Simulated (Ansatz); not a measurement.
C built on the diamond prototype (r2SCAN geometry), in Ansatz:

Space group Fd-3m:1 (No. 227). a = 3.560 Å, b = 3.560 Å, c = 3.560 Å, α = 90.00°, β = 90.00°, γ = 90.00°
```json
{"atom": "C", "site": "8b", "symmetry": "-43m", "x": "0.0000", "y": "0.0000", "z": "0.5000"}
```

G0W0@PBE with 61 empty bands, a screening cutoff of 180 eV and an 8×8×8 mesh (PAW, contour deformation) gives 5.461 eV over the mesh points, from a PBE gap of 4.152 eV; it sums over 65 bands with 59 plane waves in the screening and a wave cutoff of 420 eV. G0W0 values are finite-basis, finite-mesh values. (Simulation; spin polarisation is off.)

**Question.** Estimate the gap with empty bands 25, screening cutoff 100 eV.

**Answer.** 5.276 eV (-0.185 eV), from a Kohn-Sham gap of 4.152 eV.

**Question.** Another run gave a Kohn-Sham gap of 4.366 eV and a G0W0 gap of 5.604 eV, summing over 65 bands with 59 plane waves in the screening and a wave cutoff of 500 eV. What was changed?

**Answer.** Starting point r2SCAN, with them a wave cutoff of 500 eV. The Kohn-Sham gap has moved while bands and screening basis stay; the higher wave cutoff is that of a meta-GGA.

**Question.** Estimate the gap with starting point PBE0.

**Answer.** 6.007 eV (+0.546 eV), from a Kohn-Sham gap of 6.050 eV.

**Question.** Another run gave a Kohn-Sham gap of 4.152 eV and a G0W0 gap of 5.428 eV, summing over 65 bands with 59 plane waves in the screening and a wave cutoff of 420 eV. What was changed?

**Answer.** Frequency model Godby-Needs pole. Only the quasiparticle gap differs.
